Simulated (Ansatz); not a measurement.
# Chromium, diamond under BLYP: ground state and equation of state, part 2 of 2

The plan for chromium in the diamond structure: relax it, solve it on a dense k-mesh, then scale the cell to 7 volumes from 88 to 112 % of the relaxed one and try a fit of the equation of state. The start is antiferromagnetic. The k-meshes are 11×11×11 for the relaxation; 16×16×16 for the dense run; 11×11×11 for the volumes.

Ansatz 0.2.0; DFT, BLYP, plane waves (420 eV) with PAW, scalar-relativistic.

### 6 At 96 % of the relaxed volume

This is Cr in the diamond structure; at room conditions it is bcc.

Contents of input.yaml:

```yaml
crystal:
  lattice:
    - [0.0, 2.7061932389, 2.7061932389]
    - [2.7061932389, 0.0, 2.7061932389]
    - [2.7061932389, 2.7061932389, 0.0]
  atoms:
    - { symbol: Cr, position: [0.125, 0.125, 0.125], spin: 2.632 }
    - { symbol: Cr, position: [0.875, 0.875, 0.875], spin: -2.632 }
hamiltonian:
  xc: blyp
  pseudopotentials:
    kind: paw
    azcp:
      Cr: "pseudopotentials/Cr.paw.azcp"
basis:
  ecutwfc: 420
  fft_grid_basis: typed
kpoints:
  mp_grid: { grid: [11, 11, 11], shift: [0, 0, 0] }
magnetization:
  spin_polarized: true
scf:
  occupations: { method: fermi_dirac, width: 0.05 }
  lower_state_search: "off"
output:
  stress: true
```

Output, shortened:

```text
Warning: RAYON_NUM_THREADS=2 ignored (pool sized by the plan → 2); use --threads N
[...]
Pseudopotentials: kind: paw
Pseudopotential: Cr, paw, valence charge 14, recommended cutoff 420 eV (normal), <dir>
Functional definition: BLYP
[...]
Crystal: 2 atoms, lattice volume = 39.638 Å³
Basis set: ecut = 420 eV, 749 PW (Γ), exchange–correlation on 54×54×54 points (8 copies of the dense FFT grid, shifted against one another)
Bands: 21, of which v1, the nominal top of the filled ones, is band 14 counted from 1 (13 counted from 0)
Symmetry: 24 space group operations
Space group: F-43m (ITA 216), of the structure as read, at distance tolerance 3.4e-5 Å
Magnetic group: BNS 227.130 (UNI 1632), of the structure as read, at distance tolerance 3.4e-5 Å
k-points: 56 of 1331 (time reversal used)
[...]
Starting moments: Σ|m| = 5.264 μB on 2 of 2 sites
[...]
SCF iter  13: F=-6766.165594 eV  HF=-6766.165594 eV  |F-HF|=7.40e-9  |Δ(HF+E_count)|=   1.81e-8  Δρ=3.60e-6 (↑3.60e-6 ↓2.62e-6)  dr2=7.47e-9  dr2_m=1.22e-9  M=-0.000 μB ∫|m|=5.609 μB  ethr=3.57e-10  ⟨swp⟩=3.5  Hψ=6062  notcnv=0
[...]
SCF converged after 13 iterations
Magnetization: -0.0000 μB (14.0000 up, 14.0000 down)
Absolute magnetization: 5.6088 μB (∫|ρ↑−ρ↓|, with the PAW one-centre terms)
Spin contamination: 2.3040 ħ² per cell (⟨S²⟩ above its minimum at these occupations)
Per-site moments (μB) at R_I (Å): [(2.5100491752992946, 0.9667482381302996), (-2.5100517708289485, 0.9667482381302996)]
Free energy (F): -6766.165594 eV
[...]
E sigma→0 (E₀):  -6766.161646 eV
Entropy (-TS):   -0.007896 eV (-3.948 meV/atom)
Fermi energy:    10.087909 eV
[...]
--- Stress (GPa, compression-positive) ---
        1.485005       0.000000       0.000000
       -0.000000       1.485005      -0.000000
        0.000000      -0.000000       1.485005
  P = ⅓ Tr σ = 1.4850 GPa (14.850 kbar)
```

Run time: 5.4 s. Hardware: 2 threads of an Arm CPU, shared host; peak memory 0.36 GiB.

### 7 At 100 % of the relaxed volume

Edit input.yaml of step 6 so:

```diff
@@ -2,5 +2,5 @@
   lattice:
-    - [0.0, 2.7061932389, 2.7061932389]
-    - [2.7061932389, 0.0, 2.7061932389]
-    - [2.7061932389, 2.7061932389, 0.0]
+    - [0.0, 2.7432689864, 2.7432689864]
+    - [2.7432689864, 0.0, 2.7432689864]
+    - [2.7432689864, 2.7432689864, 0.0]
   atoms:
@@ -26 +26,5 @@
   stress: true
+  write_density: true
+  write_potential: true
+  elf: true
+  volumetric_format: npy
```

Output, shortened:

```text
Warning: RAYON_NUM_THREADS=2 ignored (pool sized by the plan → 2); use --threads N
[...]
[... 3 set-up lines as earlier in the session ...]
[...]
Crystal: 2 atoms, lattice volume = 41.289 Å³
Basis set: ecut = 420 eV, 869 PW (Γ), exchange–correlation on 54×54×54 points (8 copies of the dense FFT grid, shifted against one another)
Bands: 21, of which v1, the nominal top of the filled ones, is band 14 counted from 1 (13 counted from 0)
[... 2 set-up lines as earlier in the session ...]
Magnetic group: BNS 227.130 (UNI 1632), of the structure as read, at distance tolerance 3.5e-5 Å
k-points: 56 of 1331 (time reversal used)
[...]
Starting moments: Σ|m| = 5.264 μB on 2 of 2 sites
[...]
SCF iter  13: F=-6766.173178 eV  HF=-6766.173178 eV  |F-HF|=1.61e-8  |Δ(HF+E_count)|=   7.21e-8  Δρ=4.85e-6 (↑3.64e-6 ↓4.85e-6)  dr2=1.58e-8  dr2_m=2.28e-9  M=0.000 μB ∫|m|=5.869 μB  ethr=3.57e-10  ⟨swp⟩=11.4  Hψ=12271  notcnv=0
[...]
SCF converged after 13 iterations
Magnetization: 0.0000 μB (14.0000 up, 14.0000 down)
Absolute magnetization: 5.8689 μB (∫|ρ↑−ρ↓|, with the PAW one-centre terms)
Spin contamination: 2.4636 ħ² per cell (⟨S²⟩ above its minimum at these occupations)
Per-site moments (μB) at R_I (Å): [(2.6331473021289185, 0.9799930105500099), (-2.633144378080078, 0.9799930105500099)]
Free energy (F): -6766.173178 eV
[...]
E sigma→0 (E₀):  -6766.169187 eV
Entropy (-TS):   -0.007982 eV (-3.991 meV/atom)
Fermi energy:    9.531375 eV
[...]
--- Stress (GPa, compression-positive) ---
        0.047078       0.000000       0.000000
       -0.000000       0.047078      -0.000000
        0.000000      -0.000000       0.047078
  P = ⅓ Tr σ = 0.0471 GPa (0.471 kbar)
--- Band table (eV; the first three rows and the last of 112) ---
[... band rows left out ...]
[...]
```

Wall time 7.9 s (2 threads of an Arm CPU, shared host); peak memory 0.38 GiB.

The maps below are laid out on this run's own conventional cell (a, b, c = 5.487, 5.487, 5.487 Å).

Density in a lattice plane of the grid's cell (edges 5.49 and 5.49 Å, at 0.125 of the third edge), which holds Cr. It is the smooth density of the valence electrons, not physical close to the nuclei.

Ten even steps from ' ' (0.04 e/Å³) to '@' (18.46 e/Å³):
```
                                                
                                                
                                                
                                                
                              ..                
                          ..--==--..            
                        ..--##@@##--..          
                        ..--##@@##--..          
                          ..--==--..            
                              ..                
                                                
                                                
                                                
                                                
      ..                                        
  ..--==--..                                    
..--##@@##--..                                  
..--##@@##--..                                  
  ..--==--..                                    
      ..                                        
```
Columns run along the first of these edges and rows up along the second, over one cell in 24 and 20 even steps from the bottom left corner. Atoms in the plane (fractional): Cr at (0.12, 0.12), Cr at (0.63, 0.63).

Spin density (up less down) in a lattice plane of the grid's cell (edges 5.49 and 5.49 Å, at 0.125 of the third edge), which holds Cr.

Ten even steps from '0' (-0.03 e/Å³) to '9' (3.52 e/Å³):
```
000000000000000000000000
000000000000000000000000
000000000000000000000000
000000000000000000000000
000000000000001110000000
000000000000024442000000
000000000000137973100000
000000000000137973100000
000000000000024442000000
000000000000001110000000
000000000000000000000000
000000000000000000000000
000000000000000000000000
000000000000000000000000
001110000000000000000000
024442000000000000000000
137973100000000000000000
137973100000000000000000
024442000000000000000000
001110000000000000000000
```
Columns run along the first of these edges and rows up along the second, over one cell in 24 and 20 even steps from the bottom left corner. Atoms in the plane (fractional): Cr at (0.12, 0.12), Cr at (0.63, 0.63).

### 8 At 104 % of the relaxed volume

Edit input.yaml of step 7 so:

```diff
@@ -2,5 +2,5 @@
   lattice:
-    - [0.0, 2.7432689864, 2.7432689864]
-    - [2.7432689864, 0.0, 2.7432689864]
-    - [2.7432689864, 2.7432689864, 0.0]
+    - [0.0, 2.7793687707, 2.7793687707]
+    - [2.7793687707, 0.0, 2.7793687707]
+    - [2.7793687707, 2.7793687707, 0.0]
   atoms:
@@ -26,5 +26 @@
   stress: true
-  write_density: true
-  write_potential: true
-  elf: true
-  volumetric_format: npy
```

Output, shortened:

```text
Warning: RAYON_NUM_THREADS=2 ignored (pool sized by the plan → 2); use --threads N
[...]
[... 3 set-up lines as earlier in the session ...]
[...]
Crystal: 2 atoms, lattice volume = 42.941 Å³
Basis set: ecut = 420 eV, 869 PW (Γ), exchange–correlation on 54×54×54 points (8 copies of the dense FFT grid, shifted against one another)
Bands: 21, of which v1, the nominal top of the filled ones, is band 14 counted from 1 (13 counted from 0)
[... 2 set-up lines as earlier in the session ...]
Magnetic group: BNS 227.130 (UNI 1632), of the structure as read, at distance tolerance 3.5e-5 Å
k-points: 56 of 1331 (time reversal used)
[...]
Starting moments: Σ|m| = 5.264 μB on 2 of 2 sites
[...]
SCF converged after 14 iterations
an eigenvalue changed by more than its tolerance at an iteration that met the thresholds in force, so the SCF went on 1 time: the last check found none over its tolerance
Magnetization: -0.0000 μB (14.0000 up, 14.0000 down)
Absolute magnetization: 6.1070 μB (∫|ρ↑−ρ↓|, with the PAW one-centre terms)
Spin contamination: 2.6126 ħ² per cell (⟨S²⟩ above its minimum at these occupations)
Per-site moments (μB) at R_I (Å): [(2.74650226630264, 0.9928891342884221), (-2.7465098357935185, 0.9928891342884221)]
Free energy (F): -6766.167621 eV
[...]
E sigma→0 (E₀):  -6766.163530 eV
Entropy (-TS):   -0.008181 eV (-4.091 meV/atom)
Fermi energy:    9.019410 eV
[...]
--- Stress (GPa, compression-positive) ---
       -1.078778       0.000000       0.000000
       -0.000000      -1.078778      -0.000000
        0.000000      -0.000000      -1.078778
  P = ⅓ Tr σ = -1.0788 GPa (-10.788 kbar)
```

It took 6.9 s on 2 threads of an Arm CPU, shared host; peak memory 0.37 GiB.

### 9 At 108 % of the relaxed volume

Edit input.yaml of step 8 so:

```diff
@@ -2,5 +2,5 @@
   lattice:
-    - [0.0, 2.7793687707, 2.7793687707]
-    - [2.7793687707, 0.0, 2.7793687707]
-    - [2.7793687707, 2.7793687707, 0.0]
+    - [0.0, 2.8145543892, 2.8145543892]
+    - [2.8145543892, 0.0, 2.8145543892]
+    - [2.8145543892, 2.8145543892, 0.0]
   atoms:
@@ -26 +26,5 @@
   stress: true
+  write_density: true
+  write_potential: true
+  elf: true
+  volumetric_format: npy
```

Output, shortened:

```text
Warning: RAYON_NUM_THREADS=2 ignored (pool sized by the plan → 2); use --threads N
[...]
[... 3 set-up lines as earlier in the session ...]
[...]
Crystal: 2 atoms, lattice volume = 44.592 Å³
Basis set: ecut = 420 eV, 893 PW (Γ), exchange–correlation on 54×54×54 points (8 copies of the dense FFT grid, shifted against one another)
Bands: 21, of which v1, the nominal top of the filled ones, is band 14 counted from 1 (13 counted from 0)
[... 2 set-up lines as earlier in the session ...]
Magnetic group: BNS 227.130 (UNI 1632), of the structure as read, at distance tolerance 3.5e-5 Å
k-points: 56 of 1331 (time reversal used)
[...]
Starting moments: Σ|m| = 5.264 μB on 2 of 2 sites
[...]
SCF converged after 15 iterations
an eigenvalue changed by more than its tolerance at an iteration that met the thresholds in force, so the SCF went on 1 time: the last check found none over its tolerance
Magnetization: -0.0000 μB (14.0000 up, 14.0000 down)
Absolute magnetization: 6.3254 μB (∫|ρ↑−ρ↓|, with the PAW one-centre terms)
Spin contamination: 2.7517 ħ² per cell (⟨S²⟩ above its minimum at these occupations)
Per-site moments (μB) at R_I (Å): [(2.8510693194902736, 1.00545868556933), (-2.851070444460553, 1.00545868556933)]
Free energy (F): -6766.151756 eV
[...]
E sigma→0 (E₀):  -6766.147556 eV
Entropy (-TS):   -0.008401 eV (-4.201 meV/atom)
Fermi energy:    8.547754 eV
[...]
--- Stress (GPa, compression-positive) ---
       -1.962133       0.000000       0.000000
        0.000000      -1.962133      -0.000000
        0.000000      -0.000000      -1.962133
  P = ⅓ Tr σ = -1.9621 GPa (-19.621 kbar)
--- Band table (eV; the first three rows and the last of 112) ---
[... band rows left out ...]
[...]
```

It took 9.7 s on 2 threads of an Arm CPU, shared host; peak memory 0.39 GiB.

### 10 At 112 % of the relaxed volume

Edit input.yaml of step 9 so:

```diff
@@ -2,5 +2,5 @@
   lattice:
-    - [0.0, 2.8145543892, 2.8145543892]
-    - [2.8145543892, 0.0, 2.8145543892]
-    - [2.8145543892, 2.8145543892, 0.0]
+    - [0.0, 2.8488816063, 2.8488816063]
+    - [2.8488816063, 0.0, 2.8488816063]
+    - [2.8488816063, 2.8488816063, 0.0]
   atoms:
@@ -26,5 +26 @@
   stress: true
-  write_density: true
-  write_potential: true
-  elf: true
-  volumetric_format: npy
```

Output, shortened:

```text
Warning: RAYON_NUM_THREADS=2 ignored (pool sized by the plan → 2); use --threads N
[...]
[... 3 set-up lines as earlier in the session ...]
[...]
Crystal: 2 atoms, lattice volume = 46.244 Å³
Basis set: ecut = 420 eV, 893 PW (Γ), exchange–correlation on 54×54×54 points (8 copies of the dense FFT grid, shifted against one another)
Bands: 21, of which v1, the nominal top of the filled ones, is band 14 counted from 1 (13 counted from 0)
[... 1 set-up line as earlier in the session ...]
Space group: F-43m (ITA 216), of the structure as read, at distance tolerance 3.6e-5 Å
Magnetic group: BNS 227.130 (UNI 1632), of the structure as read, at distance tolerance 3.6e-5 Å
k-points: 56 of 1331 (time reversal used)
[...]
Starting moments: Σ|m| = 5.264 μB on 2 of 2 sites
[...]
SCF converged after 17 iterations
an eigenvalue changed by more than its tolerance at an iteration that met the thresholds in force, so the SCF went on 1 time: the last check found none over its tolerance
Magnetization: -0.0000 μB (14.0000 up, 14.0000 down)
Absolute magnetization: 6.5265 μB (∫|ρ↑−ρ↓|, with the PAW one-centre terms)
Spin contamination: 2.8818 ħ² per cell (⟨S²⟩ above its minimum at these occupations)
Per-site moments (μB) at R_I (Å): [(2.947819341247423, 1.0177215854148822), (-2.9478201496298055, 1.0177215854148822)]
Free energy (F): -6766.127810 eV
[...]
E sigma→0 (E₀):  -6766.123528 eV
Entropy (-TS):   -0.008563 eV (-4.281 meV/atom)
Fermi energy:    8.112545 eV
[...]
--- Stress (GPa, compression-positive) ---
       -2.655204       0.000000       0.000000
       -0.000000      -2.655204      -0.000000
        0.000000      -0.000000      -2.655204
  P = ⅓ Tr σ = -2.6552 GPa (-26.552 kbar)
```

It took 8.7 s on 2 threads of an Arm CPU, shared host; peak memory 0.38 GiB.

### 11 Fitting the volumes

All volumes keep the relaxed shape and fractional coordinates.

```tsv
V (Å³/atom)	E − E₀ (meV/atom)	P from the stress (GPa)	P from the fit (GPa)	largest moment (μB)
18.167	39.1	5.69	5.72	2.23
18.993	16.0	3.33	3.34	2.38
19.819	3.8	1.49	1.49	2.51
20.645	0.0	0.05	0.04	2.63
21.470	2.8	-1.08	-1.09	2.75
22.296	10.8	-1.96	-1.97	2.85
23.122	22.8	-2.66	-2.66	2.95
```

A third-order Birch-Murnaghan fit gives V₀ = 20.669 Å³/atom, B₀ = 32 GPa and B₀′ = 5.2; it misses no point by more than 0.01 meV/atom.

### 12 What came out

The summary covers parts 1 to 2.

| quantity | value |
| --- | --- |
| space group (spins left aside) | Fd-3m (No. 227) |
| conventional cell | a = 5.487 Å |
| volume | 20.645 Å³/atom |
| shortest distance | 2.376 Å |
| gap on the mesh | none (levels filled in part) |
| magnetic state | antiferromagnetic, up to 2.63 μB per atom |
| relative to bcc, antiferromagnetic | +1512 meV/atom |
| V₀, B₀, B₀′ | 20.669 Å³/atom, 32 GPa, 5.2 |

**Reading.** The relaxation enlarged the cell by 27.5 % in volume. It lies 1512 meV/atom above the element's reference form at the same level (bcc, antiferromagnetic, from a run of its own). The final state is antiferromagnetic (largest moment 2.63 μB). Levels at the Fermi energy are filled in part, as in a metal. The moment runs from 2.23 to 2.95 μB across the volumes, and this change enters B₀ and B₀′. B₀ comes out at 32 GPa. The symmetry was held, so the structure may be unstable against distortions that break it.
